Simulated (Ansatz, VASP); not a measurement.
## Two plane-wave programs on Pt

```
Pt
1.0
    -1.61529    1.61529    1.61529
     1.61529   -1.61529    1.61529
     1.61529    1.61529   -1.61529
Pt
1
Cartesian
  0.0000 0.0000 0.0000
```

This isn't the form of Pt at room conditions, which is fcc.

Alike in both runs: task single point; functional r2SCAN; k mesh 12 × 12 × 12; occupations fermi-dirac, width 0.05 eV; no spin polarisation.

```csv
,VASP,Ansatz
version,VASP 6.6.1,Ansatz 0.2.0
potentials or method,"VASP PAW PBE potentials, release 64 (Pt)",Ansatz PAW
plane-wave cutoff (eV),520,500
valence electrons in the cell,10,18
```

|  | VASP | Ansatz | Ansatz less VASP |
| --- | --- | --- | --- |
| gap on the k mesh at the Fermi level (eV) | none | none | - |
| pressure (GPa) | -17.6 | -17.9 | -0.33 |

A gap of «none» marks a metal or a gap that the smearing closes. The two sets of potentials don't hold the same shells in valence.

Caveats: so large a pressure means that the cell lies far from this level's equilibrium, or that cutoff or potentials fall short (VASP); the potentials were made for another functional, which shifts forces and pressure (VASP); the PAW data sets come from PBE, with cores solved anew for the run's functional, which leaves a small shift of forces and pressure (Ansatz). The runs have no spin-orbit coupling, so splittings on Pt are missing.
